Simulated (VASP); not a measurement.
# Co (P6_3/mmc) in VASP: single point with PBE

Aim: the single point of Co with PBE.

Program: VASP 6.6.1. These are calculated values, not measurements. Logs are shortened: lines on timing, memory, paths and dates and some standing lists are left out, and cuts for length are marked.

## Step 1: The cell of the first run

The structure is hexagonal, space group P6_3/mmc (No. 194). The conventional cell has a = 2.494 Å, b = 2.494 Å, c = 4.030 Å, α = 90.00°, β = 90.00°, γ = 120.00°. Around Co (site symmetry -6m2) lie 12 Co at 2.48 to 2.49 Å.

## Step 2: Single point, PBE, collinear spin, typed start (ferromagnetic, larger cell)

Input file INCAR:

```
PREC = Accurate ; ENCUT = 520
EDIFF = 1E-6 ; ISMEAR = 0
SIGMA = 0.05 ; LREAL = F
LASPH = T ; NELM = 150
ALGO = Normal ; ISIF = 2
LWAVE = F ; LCHARG = T
ISPIN = 2 ; MAGMOM = 1.5 1.5 1.5 1.5
LORBIT = 11 ; LMAXMIX = 4
GGA = PE ; LELF = T
LVHAR = T ; NBANDS = 30
```

Input file KPOINTS:

```
Automatic mesh
0
Gamma
  16 16 4
```

Input file POSCAR:

```
Co
1.0
    2.4937131652      0.0000000000      0.0000000000
   -1.2468565826      2.1596189508      0.0000000000
    0.0000000000      0.0000000000      8.0601803638
Co
4
Direct
    0.3333333333      0.6666666667      0.1250000000
    0.6666666667      0.3333333333      0.3750000000
    0.3333333333      0.6666666667      0.6250000000
    0.6666666667      0.3333333333      0.8750000000
```

Potentials or basis: VASP PAW PBE potentials, release 64 (Co).

Launch:

```
cat potpaw_PBE.64/Co/POTCAR > POTCAR
mpirun -np 1 vasp_std > vasp.out
```

OUTCAR:

```text
PREC = Accurate
   ENCUT = 520
   EDIFF = 1E-6
   ISMEAR = 0
   LREAL = F
   LASPH = T
   NELM = 150
   ISIF = 2
   ISPIN = 2
   LORBIT = 11
   GGA = PE

 ion  position               nearest neighbor table
   1  0.333  0.667  0.125-   2 2.48   4 2.48   2 2.48   4 2.48   2 2.48   4 2.48
   2  0.667  0.333  0.375-   1 2.48   3 2.48   1 2.48   3 2.48   1 2.48   3 2.48
   3  0.333  0.667  0.625-   2 2.48   4 2.48   2 2.48   4 2.48   2 2.48   4 2.48
   4  0.667  0.333  0.875-   1 2.48   3 2.48   1 2.48   3 2.48   1 2.48   3 2.48

  LATTYP: Found a hexagonal cell.
 ALAT       =     2.4937131652
 C/A-ratio  =     3.2322002692

  Lattice vectors:

 A1 = (   2.4937131652,   0.0000000000,   0.0000000000)
 A2 = (  -1.2468565826,   2.1596189508,   0.0000000000)
 A3 = (   0.0000000000,   0.0000000000,   8.0601803638)

Analysis of symmetry for initial positions (statically):
=====================================================================
 Subroutine PRICEL returns following result:

  LATTYP: Found a hexagonal cell.
 ALAT       =     2.4937131652
 C/A-ratio  =     1.6161001346
[... 12 lines left out ...]
 Subroutine GETGRP returns: Found 24 space group operations
 (whereof 12 operations were pure point group operations)
 out of a pool of 24 trial point group operations.

The static configuration has the point symmetry D_3d.
 The point group associated with its full space group is D_6h.

Analysis of symmetry for dynamics (positions and initial velocities):
=====================================================================
 Subroutine PRICEL returns following result:

  LATTYP: Found a hexagonal cell.
 ALAT       =     2.4937131652
 C/A-ratio  =     1.6161001346
[... 12 lines left out ...]
 Subroutine GETGRP returns: Found 24 space group operations
 (whereof 12 operations were pure point group operations)
 out of a pool of 24 trial point group operations.

The dynamic configuration has the point symmetry D_3d.
 The point group associated with its full space group is D_6h.

Analysis of structural, dynamic, and magnetic symmetry:
=====================================================================
 Subroutine PRICEL returns following result:

  LATTYP: Found a hexagonal cell.
 ALAT       =     2.4937131652
 C/A-ratio  =     1.6161001346
[... 12 lines left out ...]
 Subroutine GETGRP returns: Found 24 space group operations
 (whereof 12 operations were pure point group operations)
 out of a pool of 24 trial point group operations.

The overall configuration has the point symmetry D_3d.
 The point group associated with its full space group is D_6h.
[... 121 lines left out ...]
  Fermi-wavevector in a.u.,A,eV,Ry     =   1.538106  2.906598 32.188246  2.365769
  Thomas-Fermi vector in A             =   2.644521
   LORBIT       =     11    0 simple, 1 ext, 2 COOP (PROOUT), +10 PAW based schemes
   GGA     = PE    functional components
   LHFCALC =     F    Hartree Fock is set to
   AEXX    =    0.0000 exact exchange contribution
   IVDW    =     0    specifies the selected vdW correction
   LEPSILON=     F    determine dielectric tensor
   LRPA    =     F    only Hartree local field effects (RPA)
 spin polarized calculation
 Gauss-broadening in eV      SIGMA  =   0.05
  energy-cutoff  :      520.00
  volume of cell :       43.41
 maximum number of plane-waves:      1194
 NGX is ok and might be reduce to    20
   NGX =  9   NGY =  9   NGZ = 29

 number of electron      35.9999993 magnetization       6.2985524

 Free energy of the ion-electron system (eV)
  ---------------------------------------------------
  ext. energy  EPLUGINS =         0.00000000
  ---------------------------------------------------
  free energy    TOTEN  =       -28.14555734 eV

  energy without entropy =      -28.14223627  energy(sigma->0) =      -28.14389681

 E-fermi :  10.2652     XC(G=0): -13.4020

 val. band max:       10.2640139072   @ k =   0.1875   0.1875   0.0000
 cond. band min:      10.2655303825   @ k =   0.1250   0.1250   0.2500
 fundamental gap:      0.0015164752
 Fermi energy:        10.2651627278

 spin component 1

 k-point     1 :       0.0000    0.0000    0.0000
  band No.  band energies     occupation
      1       1.3536      1.00000
      2       3.5977      1.00000
      3       3.5977      1.00000
      4       5.1401      1.00000
      5       7.3593      1.00000
      6       7.3593      1.00000
[... 781 lines left out ...]
     29      21.7079      0.00000
     30      23.6604      0.00000

 [... further k-points ...]

 spin component 2

 k-point     1 :       0.0000    0.0000    0.0000
  band No.  band energies     occupation
      1       1.3338      1.00000
      2       3.6510      1.00000
      3       3.6510      1.00000
      4       6.0583      1.00000
      5       8.7160      1.00000
      6       8.7160      1.00000
[... 781 lines left out ...]
     29      22.2164      0.00000
     30      24.0931      0.00000

 [... further k-points ...]
[... 5 lines left out ...]
  --------------------------------------------------------------------------------------
  -------------------------------------------------------------------------------------
  Total       -0.3288891     -0.3288891     -0.2604230      0.0000000      0.0000000      0.0000000
  in kB      -12.1392447    -12.1392447     -9.6121726      0.0000000      0.0000000      0.0000000
  external PRESSURE =     -11.2968873 kB  Pullay stress =       0.0000000 kB

 VOLUME and BASIS-vectors are now :
 -----------------------------------------------------------------------------
  energy-cutoff  :      520.00
  volume of cell :       43.41
      direct lattice vectors                 reciprocal lattice vectors
     2.493713165  0.000000000  0.000000000     0.401008429  0.231522325  0.000000000
    -1.246856583  2.159618951  0.000000000     0.000000000  0.463044649  0.000000000
     0.000000000  0.000000000  8.060180364     0.000000000  0.000000000  0.124066703

 POSITION                                       TOTAL-FORCE (eV/Angst)
 -----------------------------------------------------------------------------------
     -0.00000      1.43975      1.00752        -0.000000     -0.000000      0.000000
      1.24686      0.71987      3.02257        -0.000000      0.000000      0.000000
     -0.00000      1.43975      5.03761         0.000000      0.000000      0.000000
      1.24686      0.71987      7.05266        -0.000000     -0.000000      0.000000
 -----------------------------------------------------------------------------------
    total drift:                                0.000000      0.000000     -0.000000

  FREE ENERGIE OF THE ION-ELECTRON SYSTEM (eV)
  ---------------------------------------------------
  free  energy   TOTEN  =       -28.1455573424 eV

  energy  without entropy=      -28.1422362750  energy(sigma->0) =      -28.14389681

 total charge

# of ion       s       p       d       tot
------------------------------------------
    1        0.487   0.519   7.266   8.273
    2        0.487   0.519   7.266   8.273
    3        0.487   0.519   7.266   8.273
    4        0.487   0.519   7.266   8.273
--------------------------------------------------
tot          1.950   2.078  29.065  33.092

 magnetization (x)

# of ion       s       p       d       tot
------------------------------------------
    1       -0.016  -0.057   1.669   1.596
    2       -0.016  -0.057   1.669   1.596
    3       -0.016  -0.057   1.669   1.596
    4       -0.016  -0.057   1.669   1.596
--------------------------------------------------
tot         -0.064  -0.227   6.677   6.386
```

OSZICAR:

```text
N       E                     dE             d eps       ncg     rms          rms(c)
DAV:   1     0.236137954105E+03    0.23614E+03   -0.15809E+04 10856   0.165E+03
DAV:   2    -0.178101932481E+02   -0.25395E+03   -0.23694E+03 10806   0.309E+02
DAV:   3    -0.321806104892E+02   -0.14370E+02   -0.13564E+02 12060   0.992E+01
DAV:   4    -0.324073445061E+02   -0.22673E+00   -0.22644E+00 12382   0.126E+01
DAV:   5    -0.324174334521E+02   -0.10089E-01   -0.10088E-01 15916   0.198E+00    0.208E+01
DAV:   6    -0.289641970511E+02    0.34532E+01   -0.26691E+01 11994   0.759E+01    0.108E+01
DAV:   7    -0.282010433117E+02    0.76315E+00   -0.42002E+00 12030   0.294E+01    0.553E+00
DAV:   8    -0.281694079967E+02    0.31635E-01   -0.77920E-02 13842   0.220E+00    0.259E+00
DAV:   9    -0.281411923299E+02    0.28216E-01   -0.14072E-02 14994   0.154E+00    0.891E-01
DAV:  10    -0.281449131244E+02   -0.37208E-02   -0.18092E-02 14288   0.149E+00    0.176E-01
DAV:  11    -0.281455864496E+02   -0.67333E-03   -0.12082E-03 14068   0.385E-01    0.701E-02
DAV:  12    -0.281455706821E+02    0.15768E-04   -0.41890E-05 12730   0.558E-02    0.436E-02
DAV:  13    -0.281455565936E+02    0.14088E-04   -0.14820E-05 13770   0.423E-02    0.124E-02
DAV:  14    -0.281455578912E+02   -0.12975E-05   -0.16943E-06  9338   0.108E-02    0.665E-03
DAV:  15    -0.281455573424E+02    0.54870E-06   -0.20796E-07  6096   0.487E-03
   1 F= -.28145557E+02 E0= -.28143897E+02  d E =-.332107E-02  mag=     6.2988
```

stdout:

```text
POSCAR found type information on POSCAR Co
 POSCAR found :  1 types and       4 ions
 scaLAPACK will be used
 LDA part: xc-table for (Slater+PW92), standard interpolation
 POSCAR, INCAR and KPOINTS ok, starting setup
 FFT: planning ... GRIDC
 FFT: planning ... GRID_SOFT
 FFT: planning ... GRID
 WAVECAR not read
 entering main loop
```

Run time: 2.7 min. Hardware: 1 thread of Intel Xeon Platinum 8559C (Emerald Rapids), shared host; peak memory 0.28 GiB.

Results:

| Item | Value |
| --- | --- |
| Free energy | -28.1456 eV |
| Pressure | -1.1 GPa |
| Band gap on the k mesh | none (metal or under the smearing width) |
| Net moment | 6.30 μB per cell |
| Site moments | Co +1.60 μB |
| Valence electrons inside the program's atomic spheres | Co 8.27 |

Stress tensor (GPa, compression positive):
```
-1.21  0.00  0.00
 0.00 -1.21  0.00
 0.00  0.00 -0.96
```
